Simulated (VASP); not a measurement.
# SiC3 (R3m) in VASP: further runs

Aim: see how the results for SiC3 move with the level of theory and the settings. Levels: PBE, r2SCAN. Tasks: single point.

Program: VASP 6.6.1. These are calculated values, not measurements. Logs are shortened: lines on timing, memory, paths and dates and some standing lists are left out, and cuts for length are marked.

## 1. The cell of the first run

The structure is trigonal, space group R3m (No. 160). Conventional cell: a = 2.934 Å, b = 2.934 Å, c = 14.010 Å, α = 90.00°, β = 90.00°, γ = 120.00°. C (site symmetry 3m) has 3 C at 1.78 Å and 1 Si at 1.89 Å as nearest neighbours. C (site symmetry 3m) has 1 C at 1.55 Å as nearest neighbours. C (site symmetry 3m) is surrounded by 1 C at 1.55 Å. Si (site symmetry 3m) is surrounded by 4 C at 1.83 to 1.89 Å.

The cell was built by a generator and needn't be a form met in nature.

## 2. Single point, PBE (biaxial_xy strain +3.6%)

INCAR

```
  PREC = Accurate
  ENCUT = 520
  EDIFF = 1E-7
  ISMEAR = -1
  SIGMA = 0.02
  LREAL = F
  LASPH = T
  NELM = 100
  ALGO = Normal
  ISIF = 2
  LWAVE = F
  LCHARG = T
  GGA = PE
  LELF = T
  LVHAR = T
  NBANDS = 16
```

KPOINTS

```
Automatic mesh
0
Gamma
  10 10 10
```

POSCAR

```
SiC3
1.0
    1.4668142123      0.8468655803      4.6700734293
   -1.4668142123      0.8468655803      4.6700734293
    0.0000000000     -1.6937311606      4.6700734293
C Si
3 1
Direct
    1.0076774854      0.0076774854      0.0076774854
    0.4900109893      0.4900109893      0.4900109893
    0.3796486451      0.3796486451      0.3796486451
    0.8726628800      0.8726628800      0.8726628800
```

Potentials or basis: VASP PAW PBE potentials, release 64 (C, Si).

Launch:

```bash
cat potpaw_PBE.64/C/POTCAR potpaw_PBE.64/Si/POTCAR > POTCAR
mpirun -np 1 vasp_std > vasp.out
```

OUTCAR:

```text
PREC = Accurate
   ENCUT = 520
   EDIFF = 1E-7
   ISMEAR = -1
   LREAL = F
   LASPH = T
   NELM = 100
   ISIF = 2
   GGA = PE

 ion  position               nearest neighbor table
   1  0.008  0.008  0.008-   3 1.78   3 1.78   3 1.78   4 1.89
   2  0.490  0.490  0.490-   3 1.55   4 1.83   4 1.83   4 1.83
   3  0.380  0.380  0.380-   2 1.55   1 1.78   1 1.78   1 1.78
   4  0.873  0.873  0.873-   2 1.83   2 1.83   2 1.83   1 1.89

  LATTYP: Found a trigonal (rhomboedric) cell.
 ALAT       =     4.9677269530
 COS(alpha) =     0.8256328056

  Lattice vectors:

 A1 = (   1.4668142123,   0.8468655803,   4.6700734293)
 A2 = (  -1.4668142123,   0.8468655803,   4.6700734293)
 A3 = (   0.0000000000,  -1.6937311606,   4.6700734293)

Analysis of symmetry for initial positions (statically):
=====================================================================
 Subroutine PRICEL returns:
 Original cell was already a primitive cell.

 Routine SETGRP: Setting up the symmetry group for a
 trigonal (rhombohedral) supercell.

 Subroutine GETGRP returns: Found  6 space group operations
 (whereof  6 operations were pure point group operations)
 out of a pool of 12 trial point group operations.

The static configuration has the point symmetry C_3v.

Analysis of symmetry for dynamics (positions and initial velocities):
=====================================================================
 Subroutine PRICEL returns:
 Original cell was already a primitive cell.

 Routine SETGRP: Setting up the symmetry group for a
 trigonal (rhombohedral) supercell.

 Subroutine GETGRP returns: Found  6 space group operations
 (whereof  6 operations were pure point group operations)
 out of a pool of 12 trial point group operations.

The dynamic configuration has the point symmetry C_3v.

 Subroutine INISYM returns: Found  6 space group operations
 (whereof  6 operations are pure point group operations),
 and found     1 'primitive' translations

----------------------------------------------------------------------------------------

                                     Primitive cell

  volume of cell :      34.8068

  direct lattice vectors                    reciprocal lattice vectors
     1.466814212  0.846865580  4.670073429     0.340874799  0.196804157  0.071376465
    -1.466814212  0.846865580  4.670073429    -0.340874799  0.196804157  0.071376465
     0.000000000 -1.693731161  4.670073429     0.000000000 -0.393608314  0.071376465

  length of vectors
     4.967726953  4.967726953  4.967726953     0.400027630  0.400027630  0.400027630

  position of ions in fractional coordinates (direct lattice)
     0.007677485  0.007677485  0.007677485
     0.490010989  0.490010989  0.490010989
     0.379648645  0.379648645  0.379648645
     0.872662880  0.872662880  0.872662880

  ion indices of the primitive-cell ions
   primitive index   ion index
                 1           1
                 2           2
                 3           3
                 4           4

----------------------------------------------------------------------------------------

 KPOINTS: Automatic mesh

Automatic generation of k-mesh.
 Grid dimensions read from file:
 generate k-points for:   10   10   10

 Generating k-lattice:

  Cartesian coordinates                     Fractional coordinates (reciprocal lattice)
     0.034087480  0.019680416  0.007137647     0.100000000  0.000000000  0.000000000
    -0.034087480  0.019680416  0.007137647     0.000000000  0.100000000  0.000000000
     0.000000000 -0.039360831  0.007137647     0.000000000  0.000000000  0.100000000

  Length of vectors
     0.040002763  0.040002763  0.040002763

  Shift w.r.t. Gamma in fractional coordinates (k-lattice)
     0.000000000  0.000000000  0.000000000

 Subroutine IBZKPT returns following result:
 ===========================================

 Found    116 irreducible k-points:

 Following reciprocal coordinates:
            Coordinates               Weight
  0.000000  0.000000  0.000000      1.000000
  0.100000  0.000000  0.000000      6.000000
  0.200000  0.000000  0.000000      6.000000
  0.300000  0.000000  0.000000      6.000000
  0.400000  0.000000  0.000000      6.000000
  0.500000  0.000000  0.000000      3.000000
[... 16 lines left out ...]
  0.300000  0.300000  0.000000      6.000000
  0.400000  0.300000  0.000000     12.000000
 [... further k-points ...]
   k-points           NKPTS =    116   k-points in BZ     NKDIM =    116   number of bands    NBANDS=     16
   number of dos      NEDOS =    301   number of ions     NIONS =      4
   total plane-waves  NPLWV =  64000
   dimension x,y,z NGX =    40 NGY =   40 NGZ =   40
   dimension x,y,z NGXF=    80 NGYF=   80 NGZF=   80
   ions per type =               3   1
   NGX,Y,Z   is equivalent  to a cutoff of  13.39, 13.39, 13.39 a.u.
   NGXF,Y,Z  is equivalent  to a cutoff of  26.77, 26.77, 26.77 a.u.
 SYSTEM =  unknown system
   PREC   = accura    normal or accurate (medium, high low for compatibility)
   ISTART =      0    job   : 0-new  1-cont  2-samecut
   ICHARG =      2    charge: 1-file 2-atom 10-const
   ISPIN  =      1    spin polarized calculation?
   LNONCOLLINEAR =      F non collinear calculations
   LSORBIT =      F    spin-orbit coupling
   LASPH  =      T    aspherical Exc in radial PAW
   ENCUT  =  520.0 eV  38.22 Ry    6.18 a.u.   9.24  9.24  9.24*2*pi/ulx,y,z
   NELM   =    100;   NELMIN=  2; NELMDL= -5     # of ELM steps
   EDIFF  = 0.1E-06   stopping-criterion for ELM
   LREAL  =      F    real-space projection
   EDIFFG = 0.1E-05   stopping-criterion for IOM
   NSW    =      0    number of steps for IOM
   IBRION =     -1    ionic relax: 0-MD 1-quasi-New 2-CG
   NFREE  =      0    steps in history (QN), initial steepest desc. (CG)
   ISIF   =      2    stress and relaxation
   ISYM   =      2    0-nonsym 1-usesym 2-fastsym
   POTIM  = 0.5000    time-step for ionic-motion
   TEBEG  =    0.0;   TEEND  =   0.0 temperature during run
   PSTRESS=    0.0 pullay stress
   NELECT =      16.0000    total number of electrons
   NUPDOWN=      -1.0000    fix difference up-down
   EMIN   =  10.00;   EMAX   =-10.00  energy-range for DOS
   EFERMI =   0.00;   METHOD = LEGACY
   ISMEAR =    -1;   SIGMA  =   0.02  broadening in eV -4-tet -1-fermi 0-gaus
   EFERMI_NEDOS =   21; number of points for ismear=-14 and -15
   IALGO  =     38    algorithm
   IMIX   =      4    mixing-type and parameters
     AMIX     =   0.40;   BMIX     =  1.00
     AMIX_MAG =   1.60;   BMIX_MAG =  1.00
  volume/ion in A,a.u.               =       8.70        58.72
  Fermi-wavevector in a.u.,A,eV,Ry     =   1.263456  2.387585 21.719252  1.596320
  Thomas-Fermi vector in A             =   2.396812
   LORBIT       =      0    0 simple, 1 ext, 2 COOP (PROOUT), +10 PAW based schemes
   GGA     = PE    functional components
   LHFCALC =     F    Hartree Fock is set to
   AEXX    =    0.0000 exact exchange contribution
   IVDW    =     0    specifies the selected vdW correction
   LEPSILON=     F    determine dielectric tensor
   LRPA    =     F    only Hartree local field effects (RPA)
 non-spin polarized calculation
  energy-cutoff  :      520.00
  volume of cell :       34.81
 maximum number of plane-waves:       966
 NGX is ok and might be reduce to    40
   NGX = 19   NGY = 19   NGZ = 19

 number of electron      16.0000000 magnetization

 Free energy of the ion-electron system (eV)
  ---------------------------------------------------
  ext. energy  EPLUGINS =         0.00000000
  ---------------------------------------------------
  free energy    TOTEN  =       -30.90577813 eV

  energy without entropy =      -30.90577813  energy(sigma->0) =      -30.90577813

 E-fermi :   8.5023     XC(G=0): -11.6834

 val. band max:        8.0941548226   @ k =   0.0000   0.0000   0.0000
 cond. band min:       9.9167895657   @ k =  -0.4000  -0.4000   0.2000
 fundamental gap:      1.8226347430
 Fermi energy:         8.5022589201

 k-point     1 :       0.0000    0.0000    0.0000
  band No.  band energies     occupation
      1      -9.5145      2.00000
      2      -4.7816      2.00000
      3      -2.4990      2.00000
      4       5.3876      2.00000
      5       5.3876      2.00000
      6       7.3361      2.00000
[... 8 lines left out ...]
     15      16.0693      0.00000
     16      20.5150      0.00000

 k-point     2 :       0.1000    0.0000    0.0000
  band No.  band energies     occupation
      1      -9.3298      2.00000
      2      -4.6629      2.00000
      3      -2.3049      2.00000
      4       4.4630      2.00000
      5       5.1566      2.00000
      6       6.9455      2.00000
[... 8 lines left out ...]
     15      16.5883      0.00000
     16      20.9171      0.00000

 k-point     3 :       0.2000    0.0000    0.0000
  band No.  band energies     occupation
      1      -8.7837      2.00000
      2      -4.3152      2.00000
      3      -1.7828      2.00000
      4       2.6488      2.00000
      5       4.6316      2.00000
      6       5.2587      2.00000
[... 8 lines left out ...]
     15      17.8169      0.00000
     16      20.6228      0.00000

 k-point     4 :       0.3000    0.0000    0.0000
  band No.  band energies     occupation
      1      -7.9062      2.00000
      2      -3.8272      2.00000
      3      -1.2658      2.00000
      4       1.1386      2.00000
      5       3.2966      2.00000
      6       4.0920      2.00000
[... 8 lines left out ...]
     15      18.8845      0.00000
     16      20.0816      0.00000
[... 324 lines left out ...]
 k-point    22 :      -0.2000    0.2000    0.0000
  band No.  band energies     occupation
      1      -7.4626      2.00000
      2      -3.1006      2.00000
      3      -1.6114      2.00000
      4       1.3319      2.00000
      5       2.3453      2.00000
      6       3.1111      2.00000
[... 8 lines left out ...]
     15      18.4565      0.00000
     16      19.1877      0.00000

 k-point    23 :       0.3000    0.3000    0.0000
  band No.  band energies     occupation
      1      -7.7943      2.00000
      2      -4.2849      2.00000
      3      -0.9149      2.00000
      4       1.3386      2.00000
      5       2.8108      2.00000
      6       3.7836      2.00000
[... 8 lines left out ...]
     15      19.6427      0.00000
     16      19.9349      0.00000

 k-point    24 :       0.4000    0.3000    0.0000
  band No.  band energies     occupation
      1      -7.1197      2.00000
      2      -3.8987      2.00000
      3      -1.2115      2.00000
      4       0.6832      2.00000
      5       2.5501      2.00000
      6       3.1134      2.00000
[... 8 lines left out ...]
     15      19.6629      0.00000
     16      20.4269      0.00000

 [... further k-points ...]

------------------------ aborting loop because EDIFF is reached ----------------------------------------

  FORCE on cell =-STRESS in cart. coord.  units (eV):
  Direction    XX          YY          ZZ          XY          YZ          ZX
  --------------------------------------------------------------------------------------
  -------------------------------------------------------------------------------------
  Total       -3.9470334     -3.9470334     -0.2359238      0.0000000     -0.0000000      0.0000000
  in kB     -181.6840637   -181.6840637    -10.8597002      0.0000000     -0.0000000      0.0000000
  external PRESSURE =    -124.7426092 kB  Pullay stress =       0.0000000 kB

 VOLUME and BASIS-vectors are now :
 -----------------------------------------------------------------------------
  energy-cutoff  :      520.00
  volume of cell :       34.81
      direct lattice vectors                 reciprocal lattice vectors
     1.466814212  0.846865580  4.670073429     0.340874799  0.196804157  0.071376465
    -1.466814212  0.846865580  4.670073429    -0.340874799  0.196804157  0.071376465
     0.000000000 -1.693731161  4.670073429     0.000000000 -0.393608314  0.071376465

 POSITION                                       TOTAL-FORCE (eV/Angst)
 -----------------------------------------------------------------------------------
      0.00000      0.00000      0.10756         0.000000      0.000000      0.216987
      0.00000      0.00000      6.86516         0.000000     -0.000000     -0.237665
      0.00000      0.00000      5.31896         0.000000      0.000000     -0.135356
      0.00000      0.00000     12.22620         0.000000     -0.000000      0.156034
 -----------------------------------------------------------------------------------
    total drift:                               -0.000000      0.000000      0.000085

  FREE ENERGIE OF THE ION-ELECTRON SYSTEM (eV)
  ---------------------------------------------------
  free  energy   TOTEN  =       -30.9057781315 eV

  energy  without entropy=      -30.9057781315  energy(sigma->0) =      -30.90577813
```

Run time: 71 s. Hardware: 1 thread of Intel Xeon 6975P-C (Granite Rapids), shared host; peak memory 0.25 GiB.

Results:

- Free energy: -30.9058 eV
- Pressure: -12.5 GPa
- Largest force: 0.238 eV/Å
- Band gap on the k mesh: 1.82 eV, indirect (least direct gap 2.86 eV)

Forces on the atoms (eV/Å):
```
C    0.000  0.000  0.217
C    0.000  0.000 -0.238
C    0.000  0.000 -0.135
Si   0.000  0.000  0.156
```

Levels at points of the mesh, in eV from the valence-band top:
| k point | band 5 | band 6 | band 7 | band 8 | band 9 | band 10 | band 11 | band 12 |
| --- | --- | --- | --- | --- | --- | --- | --- | --- |
| (0.00, 0.00, 0.00) | -2.71 | -0.76 | 0.00 | 0.00 | 2.86 | 4.44 | 4.44 | 5.46 |
| (0.50, 0.00, 0.00) | -6.12 | -4.69 | -4.51 | -2.39 | 3.04 | 4.13 | 6.68 | 8.39 |
| (0.50, 0.50, 0.00) | -4.92 | -4.76 | -1.99 | -1.44 | 1.84 | 2.65 | 5.92 | 6.09 |
| (0.50, 0.50, 0.50) | -2.59 | -2.59 | -0.44 | -0.44 | 3.01 | 5.10 | 5.10 | 5.27 |

## 3. Single point, r2SCAN (biaxial_xy strain +3.6%)

POSCAR is that of step 2.

INCAR.step1

```
SYSTEM = SiC3
  PREC = Accurate
  ENCUT = 520
  ISMEAR = 0
  SIGMA = 0.01
  LREAL = .FALSE.
  LASPH = .TRUE.
  NELM = 100
  NBANDS = 16
  GGA = PE
  ALGO = Normal
  EDIFF = 1E-4
  LWAVE = .TRUE.
  LCHARG = .FALSE.
```

INCAR.step2

```
SYSTEM = SiC3
  PREC = Accurate
  ENCUT = 520
  EDIFF = 1E-7
  ISMEAR = 0
  SIGMA = 0.01
  LREAL = .FALSE.
  LASPH = .TRUE.
  NELM = 100
  ALGO = Normal
  ISIF = 2
  LWAVE = .FALSE.
  LCHARG = .TRUE.
  METAGGA = R2SCAN
  LMIXTAU = .TRUE.
  LELF = .TRUE.
  LVHAR = .TRUE.
  NBANDS = 16
  ISTART = 1
```

KPOINTS

```
Automatic mesh
0
G
  10 10 10
  0 0 0
```

Potentials or basis: VASP PAW PBE potentials, release 64 (C, Si).

Launch:

```bash
cat potpaw_PBE.64/C/POTCAR potpaw_PBE.64/Si/POTCAR > POTCAR
cp INCAR.step1 INCAR
mpirun -np 1 vasp_std > vasp.out
cp INCAR.step2 INCAR
mpirun -np 1 vasp_std > vasp.out
```

It took 4.2 min on 1 thread of Intel Xeon 6975P-C (Granite Rapids), shared host; peak memory 0.27 GiB.

It converged, with:

```
Free energy            : -36.5293 eV
Pressure               : -15.9 GPa
Largest force          : 0.070 eV/Å
Band gap on the k mesh : 2.08 eV, indirect (least direct gap 3.00 eV)
```

Forces on the atoms (eV/Å):
```
C    0.000  0.000 -0.027
C    0.000  0.000  0.070
C    0.000  0.000 -0.031
Si   0.000  0.000 -0.013
```

Stress tensor (GPa, compression positive):
```
-21.55   0.00   0.00
  0.00 -21.55   0.00
  0.00   0.00  -4.53
```

Levels at points of the mesh, in eV from the valence-band top:
```tsv
k point	band 5	band 6	band 7	band 8	band 9	band 10	band 11	band 12
(0.00, 0.00, 0.00)	-2.81	-0.78	0.00	0.00	3.00	4.79	4.79	5.85
(0.50, 0.00, 0.00)	-6.40	-4.92	-4.70	-2.53	3.30	4.55	7.22	9.02
(0.50, 0.50, 0.00)	-5.15	-4.99	-2.12	-1.52	2.13	2.87	6.43	6.53
(0.50, 0.50, 0.50)	-2.68	-2.68	-0.47	-0.47	3.15	5.49	5.49	5.73
```

Caveat: so large a pressure means that the cell lies far from this level's equilibrium, or that cutoff or potentials fall short; the potentials were made for another functional, which shifts forces and pressure.
